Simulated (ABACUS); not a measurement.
**ZrC: single point with PBE**

ZrC:

```
Zr C
1.0
     0.00000    2.36500    2.36500
     2.36500    0.00000    2.36500
     2.36500    2.36500    0.00000
Zr C
1 1
Direct
  0.49014 0.49591 0.50642
  0.98906 0.99528 0.02158
```

The cell isn't the ideal one: atoms moved at random, drawn with an rms of 0.05 Å.

```json
{
  "Program": "ABACUS 3.10.1",
  "Task": "single point",
  "Functional": "PBE",
  "Potentials or basis": "PseudoDojo NC SR 0.4.1 PBE standard",
  "Cutoff": "1116 eV",
  "Density cutoff": "4463 eV",
  "Basis": "plane waves",
  "k mesh": "10 × 10 × 10",
  "Occupations": "fermi-dirac, width 0.05 eV",
  "Spin": "no spin polarisation",
  "Radial cutoff of the potentials (pseudo_rcut)": "10 bohr",
  "SCF threshold on the density": "1e-08",
  "Max SCF steps": "100",
  "Eigensolver": "dav",
  "Mixing": "broyden",
  "Mixing share": "0.7",
  "Symmetry key": "1",
  "Bands": "12"
}
```

- Pressure: -2.6 GPa
- Largest force: 0.309 eV/Å
- Band gap on the k mesh: none (metal or under the smearing width)

Forces on the atoms (eV/Å):
```
Zr   0.221  0.215 -0.027
C   -0.221 -0.215  0.027
```

Stress tensor (GPa, compression positive):
```
-2.53 -0.14  0.02
-0.14 -2.55  0.02
 0.02  0.02 -2.79
```

Levels at points of the mesh, in eV from the Fermi level:
| k point | band 6 | band 7 | band 8 | band 9 | band 10 | band 11 |
| --- | --- | --- | --- | --- | --- | --- |
| (0.00, 0.00, 0.00) | 0.69 | 0.71 | 0.86 | 1.06 | 1.26 | 1.28 |
| (0.50, 0.00, 0.00) | -5.25 | -2.90 | -2.89 | 4.36 | 4.36 | 5.18 |
| (0.00, 0.50, 0.00) | -5.25 | -2.90 | -2.89 | 4.36 | 4.36 | 5.18 |
| (0.50, 0.50, 0.00) | -2.12 | -1.77 | 0.01 | 0.07 | 4.34 | 5.49 |
| (0.00, 0.00, 0.50) | -5.25 | -2.90 | -2.90 | 4.36 | 4.37 | 5.18 |
| (0.50, 0.00, 0.50) | -2.12 | -1.75 | 0.01 | 0.04 | 4.34 | 5.49 |
| (0.00, 0.50, 0.50) | -2.12 | -1.75 | 0.01 | 0.04 | 4.34 | 5.49 |
| (0.50, 0.50, 0.50) | -5.25 | -2.90 | -2.90 | 4.36 | 4.37 | 5.18 |

Run time: 95 s on 4 MPI ranks on AMD EPYC 7R43 64-Core Processor (Zen 3), with other jobs on the host, peak memory 0.48 GiB a rank.
